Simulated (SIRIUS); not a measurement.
Write the native input for SIRIUS 7.10.0 that does the following.

```
Task                                        : single point
Functional                                  : PBEsol
Potentials or basis                         : PseudoDojo 0.4.1 PBEsol standard (scalar relativistic)
Cutoff                                      : 1102 eV
Density cutoff                              : 4408 eV
k mesh                                      : 7 × 7 × 7
Occupations                                 : fermi-dirac, width 0.05 eV
Spin                                        : no spin polarisation
Libxc names                                 : ["XC_GGA_X_PBE_SOL", "XC_GGA_C_PBE_SOL"]
Energy tol                                  : 1e-08 Ha
Density tol                                 : 1e-06
Mixer                                       : anderson
Mixing beta                                 : 0.7
Max scf                                     : 100
Radial cutoff for the potentials' integrals : 6.5 bohr
```

The system is HgTe (Coloradoite).

```
CELL_PARAMETERS angstrom
0.00000 3.21450 3.21450
3.21450 0.00000 3.21450
3.21450 3.21450 0.00000
ATOMIC_POSITIONS crystal
Hg 0.00000 0.00000 0.00000
Te 0.75000 0.75000 0.75000
```

One way to write it, as run:

sirius.json

```json
{
  "control": {
    "processing_unit": "cpu",
    "verbosity": 2,
    "num_bands_to_print": 27,
    "print_forces": true,
    "print_stress": true
  },
  "parameters": {
    "electronic_structure_method": "pseudopotential",
    "xc_functionals": ["XC_GGA_X_PBE_SOL", "XC_GGA_C_PBE_SOL"],
    "gk_cutoff": 9.0,
    "pw_cutoff": 18.0,
    "ngridk": [7, 7, 7],
    "shiftk": [0, 0, 0],
    "smearing": "fermi_dirac",
    "smearing_width": 0.0018374661,
    "num_bands": 27,
    "num_mag_dims": 0,
    "num_dft_iter": 100,
    "energy_tol": 1e-08,
    "density_tol": 1e-06
  },
  "iterative_solver": {
    "type": "davidson",
    "min_tolerance": 1e-09,
    "tolerance_scale": [0.1, 0.25]
  },
  "mixer": {
    "type": "anderson",
    "beta": 0.7,
    "max_history": 8
  },
  "settings": {
    "tol_ne": 1e-10,
    "pseudo_grid_cutoff": 6.5
  },
  "unit_cell": {
    "lattice_vectors": [
      [0.0, 6.07452462761, 6.07452462761],
      [6.07452462761, 0.0, 6.07452462761],
      [6.07452462761, 6.07452462761, 0.0]
    ],
    "atom_coordinate_units": "lattice",
    "atom_types": ["Hg", "Te"],
    "atom_files": {
      "Te": "Te.json",
      "Hg": "Hg.json"
    },
    "atoms": {
      "Hg": [
        [0.0, 0.0, 0.0]
      ],
      "Te": [
        [0.75, 0.75, 0.75]
      ]
    }
  }
}
```

Potentials or basis: PseudoDojo 0.4.1 PBEsol standard (scalar relativistic).

Command:

```bash
$ upf_to_json Te.upf
$ upf_to_json Hg.upf
$ OMP_NUM_THREADS=1 sirius.scf --input=sirius.json --output=out.json --task=0
```

It gave:

```json
{
 "Pressure": "1.8 GPa",
 "Band gap on the k mesh": "0.00 eV"
}
```

Caveat: spin-orbit coupling is left out, which moves the levels of the heavy elements; an odd mesh through Γ misses points on the zone boundary, where band edges often lie.

Wall time 78 s on 1 thread of Arm Neoverse V2, with other jobs on the host, peak memory 0.47 GiB.
